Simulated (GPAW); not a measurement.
Crystal: Cu.

```
Cu
1.0
     0.00000    1.80750    1.80750
     1.80750    0.00000    1.80750
     1.80750    1.80750    0.00000
Cu
1
Direct
  0.00000 0.00000 0.00000
```

Base run:

* Program: GPAW 26.7.0
* Functional: PBEint
* Potentials or basis: PAW data sets generated in the run's folder for this functional
* Cutoff: 600 eV
* Basis: pw
* k mesh: 13 × 13 × 13
* Occupations: fermi-dirac, width 0.05 eV
* Spin: no spin polarisation

Its results: pressure -2.2 GPa.

The run is repeated on the same cell with these changes: functional from PBEint to LDA; band points from 60 to 100. What comes out?

Pressure -11.5 GPa.

Caveats: with this Cu data set, volumes or pressures lay over 1.5 % or 2 GPa off other programs in two to four cells of ten.
